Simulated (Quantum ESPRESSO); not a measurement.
Crystal: BeTe.

```
Te Be
1.0
     0.00000    2.77000    2.77000
     2.77000    0.00000    2.77000
     2.77000    2.77000    0.00000
Te Be
1 1
Direct
  0.75000 0.75000 0.75000
  0.00000 0.00000 0.00000
```

Program: Quantum ESPRESSO 7.5. Alike in all runs: task band structure; potentials or basis SG15 PBE 1.2; no spin polarisation; cell as given; cutoff (eV) 952; smearing fermi-dirac 0.05 eV.

**Question.** Order these runs on this cell by their pressure, lowest first.
A. level HLE16; k mesh 8 × 8 × 8; SCF threshold 4e-10 Ry
B. level TPSS; k mesh 6 × 6 × 6; SCF threshold 1e-08 Ry; symmetry off
C. level BLYP; k mesh 8 × 8 × 8; SCF threshold 4e-10 Ry
D. level LDA; k mesh 8 × 8 × 8; SCF threshold 4e-10 Ry; form of the LDA correlation PZ81
E. level AM05; k mesh 8 × 8 × 8; SCF threshold 4e-10 Ry

**Answer.** A (-4.8 GPa), D (-0.3 GPa), E (2.3 GPa), B (5.0 GPa), C (7.0 GPa).

Caveats: the potentials were made for another functional, which shifts forces and pressure; the potentials were made for a functional far from this one (some runs).
